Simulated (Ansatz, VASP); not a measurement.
This is a calculation of W (Tungsten) for Ansatz 0.2.0. 

File input.yaml:

```yaml
crystal:
  lattice:
    - [-1.582345, 1.582345, 1.582345]
    - [1.582345, -1.582345, 1.582345]
    - [1.582345, 1.582345, -1.582345]
  atoms:
    - { symbol: W, position: [0.0, 0.0, 0.0] }
hamiltonian:
  xc: blyp
  pseudopotentials: { kind: paw }
  dispersion: d4
kpoints:
  mp_grid: { grid: [12, 12, 12] }
scf:
  occupations: { method: fermi_dirac, width: 0.05 }
output:
  forces: true
  stress: true
relax:
  f_tol: 0.01
  max_steps: 40
  cell: { stress_tol: 0.05 }
```

Potentials or basis: Ansatz PAW.

Run with:

```console
$ ansatz run input.yaml --threads 2 --pin off --max-ram 5632MiB --backend cpu --events-out ev --progress --plain --runs-dir out
```

Problem. Set up the same calculation for VASP 6.6.1. Potentials or basis there: PBE PAW files W_sv, 600 eV.

Solution. As run (cutoffs and basis follow the program's own potentials, and thresholds, step limits or extra output files can differ):

INCAR

```
PREC     = Accurate       # precision mode
ENCUT    = 600            # plane-wave cutoff, eV
EDIFF    = 1E-6           # SCF threshold, eV
ISMEAR   = -1             # smearing method
SIGMA    = 0.05           # smearing width, eV
LREAL    = F              # projectors in reciprocal space
LASPH    = T              # aspherical terms in the spheres
NELM     = 100            # most SCF steps
ALGO     = Fast           # electronic algorithm
ISIF     = 3              # what is computed and relaxed
LWAVE    = F              # write WAVECAR
LCHARG   = F              # write CHGCAR
GGA      = B5             # functional
ALDAX    = 1.0          
AGGAX    = 1.0          
AGGAC    = 1.0          
ALDAC    = 0.0          
IVDW     = 13             # dispersion correction
VDW_S6   = 1.0          
VDW_S8   = 2.34076671   
VDW_A1   = 0.44488865   
VDW_A2   = 4.0933009    
IBRION   = 2              # ionic algorithm
NSW      = 60             # ionic steps
EDIFFG   = -0.005         # ionic threshold
```

The input KPOINTS:

```
regular mesh
0
Gamma
  12 12 12
```

The input POSCAR:

```
W
1.0
   -1.5823450000      1.5823450000      1.5823450000
    1.5823450000     -1.5823450000      1.5823450000
    1.5823450000      1.5823450000     -1.5823450000
W
1
Direct
    0.0000000000      0.0000000000      0.0000000000
```

Potentials or basis: VASP PAW PBE potentials, release 64 (W_sv).

Command:

```console
$ cat potpaw_PBE.64/W_sv/POTCAR > POTCAR
$ mpirun -np 1 vasp_std > vasp.out
```

Both were run:

|  | Ansatz | VASP |
| --- | --- | --- |
| Relaxed volume | 15.95 Å³/atom | 16.05 Å³/atom |
| Relaxed cell | a = 2.746 Å, b = 2.746 Å, c = 2.746 Å, α = 109.47°, β = 109.47°, γ = 109.47° | a = 2.752 Å, b = 2.752 Å, c = 2.752 Å, α = 109.47°, β = 109.47°, γ = 109.47° |
| Space group after relaxing | Im-3m (No. 229) | Im-3m (No. 229) |
| Pressure after relaxing | 0.0 GPa | 0.0 GPa |

Ansatz's pressure holds a Pulay term of +0.05 GPa for its cutoff of 420 eV, which the other run lacks.

Ansatz's potentials were made for PBE. VASP's potentials were made for PBE.

Where Ansatz's input types no cutoff or centring, it takes its own default and a Γ-centred mesh.

Pressure is positive in compression.
